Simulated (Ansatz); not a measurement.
AlNi3:

```
CELL_PARAMETERS angstrom
0.00000 2.80189 2.80189
2.80189 0.00000 2.80189
2.80189 2.80189 0.00000
ATOMIC_POSITIONS crystal
Ni 0.75000 0.75000 0.75000
Ni 0.00000 0.00000 0.00000
Ni 0.25000 0.25000 0.25000
Al 0.50000 0.50000 0.50000
```

The cell comes from a database or a generator and needn't be the stable form of this composition.

Alike in all runs: program Ansatz 0.2.0; functional PBEsol; potentials or basis Ansatz PAW; cutoff 420 eV (not typed: the program's choice for these potentials); k mesh 7 × 7 × 7; occupations fermi-dirac, width 0.05 eV.

Q: Only the start or the spin constraint differs. Which run ends lowest in energy?
A. collinear spin, ferromagnetic start of up to 0.27 μB; fixed moment 0.8
B. collinear spin, ferromagnetic start of up to 1.27 μB; fixed moment 3.8
C. collinear spin, ferromagnetic start of up to 0.73 μB; fixed moment 2.2
D. collinear spin, ferromagnetic start of up to 0.5 μB; fixed moment 1.5
E. collinear spin, ferromagnetic start of up to 1 μB; fixed moment 3
F. collinear spin, program default start; fixed moment 0

A: F.

```tsv
start	free energy over the lowest (meV/atom)	net moment (μB)	site or absolute moments (μB)	gap
collinear spin, ferromagnetic start of up to 0.5 μB; fixed moment 1.5	51.8	1.50	Ni +0.44, +0.57; Al +0.01	-
collinear spin, ferromagnetic start of up to 2 μB; fixed moment 6	1599.7	6.00	Ni +1.57, +1.70; Al +0.28	-
collinear spin, ferromagnetic start of up to 1 μB; fixed moment 3	253.2	3.00	Ni +0.86, +1.00; Al +0.07	-
collinear spin, program default start; fixed moment 0	0.0	0.00	-	-
collinear spin, ferromagnetic start of up to 0.73 μB; fixed moment 2.2	128.9	2.20	Ni +0.64, +0.79; Al +0.03	-
collinear spin, ferromagnetic start of up to 1.5 μB; fixed moment 4.5	733.8	4.50	Ni +1.23, +1.35; Al +0.17	-
collinear spin, ferromagnetic start of up to 1.27 μB; fixed moment 3.8	467.3	3.80	Ni +1.07, +1.19; Al +0.11	-
collinear spin, ferromagnetic start of up to 0.27 μB; fixed moment 0.8	13.1	0.80	Ni +0.22, +0.34; Al +0.01	-
```

All polarised runs hold their moment fixed, so the table maps the energy against it. A still lower state may exist.

Caveats: the total moment is fixed, so each spin has its own Fermi level.
